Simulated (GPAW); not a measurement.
Runs of GPAW 26.7.0 on CsSnI3. It takes space group Pm-3m (No. 221, cubic). Conventional cell: a = 6.206 Å, b = 6.206 Å, c = 6.206 Å, α = 90.00°, β = 90.00°, γ = 90.00°. Cs (site symmetry m-3m) has 12 I at 4.39 Å as nearest neighbours. I (site symmetry 4/mmm) is surrounded by 2 Sn at 3.10 Å. Sn (site symmetry m-3m) is surrounded by 6 I at 3.10 Å. 

```tsv
task	level	potentials or basis	cell	k mesh	cutoff (eV)	smearing	response ecut	maxiter	response k mesh	response bands	kernels	mesh quality	gap on the mesh (eV)	pressure (GPa)
dielectric tensor	LDA	the program's PAW data sets (release 1.2.1) made for this functional, pw	as given	4 × 4 × 4	450	fermi-dirac 0.001 eV	80 eV	150	11 × 11 × 11	62	["RPA", "LR0.2", "ALDA"]	not flagged	0.27	-
single point	PBE	GPAW PAW data sets (gpaw-data 1.2.1), pw	as given	4 × 4 × 4	450	fermi-dirac 0.05 eV	-	120	-	-	-	not flagged	(a)	0.6
relaxation of cell and atoms	PBEsol	PAW data sets generated in the run's folder for this functional, pw	relaxed	5 × 5 × 5	600	fermi-dirac 0.05 eV	-	150	-	-	-	not flagged	1.68	0.0
one-shot levels of the hybrid HSE06	LDA	the program's PAW data sets (release 1.2.1) made for this functional, pw	as given	2 × 2 × 2	500	fermi-dirac 0.05 eV	-	150	-	-	-	coarse	(b)	-0.2
```

Alike in all rows: no spin polarisation.

Q: Estimate the missing entries.

A: (a) 0.29; (b) 0.19.

Caveats: some runs use coarse meshes; spin-orbit coupling is left out, which moves the levels of the heavy elements; the cell was measured hot, at 500 K (some runs); an odd mesh through Γ misses points on the zone boundary, where band edges often lie (some runs); the cutoff is short for stress and forces, so pressures can be off by a GPa or more (some runs); the dielectric constant isn't converged in the k mesh (some runs); the long-wavelength limit can be off by a per cent or two (some runs); the gap is small at this level, which inflates the dielectric constant (some runs).

A k mesh can miss the band edges, and the runs leave out spin-orbit coupling on Cs, I, Sn.

Not every run made on this cell is shown here.
